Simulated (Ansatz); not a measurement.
Bulk crystal (HfO2) after relaxation:

```cif
data_structure
_symmetry_space_group_name_H-M 'Fm-3m'
_symmetry_Int_Tables_number 225
_cell_length_a 5.0583
_cell_length_b 5.0583
_cell_length_c 5.0583
_cell_angle_alpha 90.000
_cell_angle_beta 90.000
_cell_angle_gamma 90.000
_cell_volume 129.43
loop_
_atom_site_label
_atom_site_type_symbol
_atom_site_symmetry_multiplicity
_atom_site_Wyckoff_symbol
_atom_site_fract_x
_atom_site_fract_y
_atom_site_fract_z
_atom_site_occupancy
Hf1 Hf 4 a 0.00000 0.00000 0.00000 1
O1 O 8 c 0.25000 0.75000 0.75000 1
```

Miller indices refer to the conventional cell of Fm-3m (No. 225), a = 5.058 Å, b = 5.058 Å, c = 5.058 Å, α = 90.00°, β = 90.00°, γ = 90.00°. The bulk's gap is 4.30 eV.

These are results of Ansatz 0.2.0, DFT r2SCAN, scalar-relativistic, plane waves, PAW, not measurements. Cutoff 500 eV, Gaussian smearing of 0.05 eV, no spin polarisation. A dipole correction acts along the normal.

A relaxed slab with low-index faces, about a nanometre thick, has these properties:

- Surface energy (mean of both faces): 1.10 J/m²
- Gap of the slab on the mesh: 4.62 eV
- Bulk valence band top under the vacuum level: 7.04 eV
- Bulk conduction band bottom under the vacuum level: 2.73 eV

(1) Which low-index plane was cut, and which atoms end it?

Spin-orbit coupling is left out, which matters for the bands of heavy elements. An odd mesh misses points on the zone edge, so a gap read on it can be too wide.

## Answers

(1) The (111) plane, with O in the top plane and O in the bottom one as cut, before relaxation. The planes from bottom to top: O, Hf, O, O, Hf, O, O, Hf, O, O, Hf, O.

The reference crystal is the fluorite-type form of HfO2, which isn't its usual structure.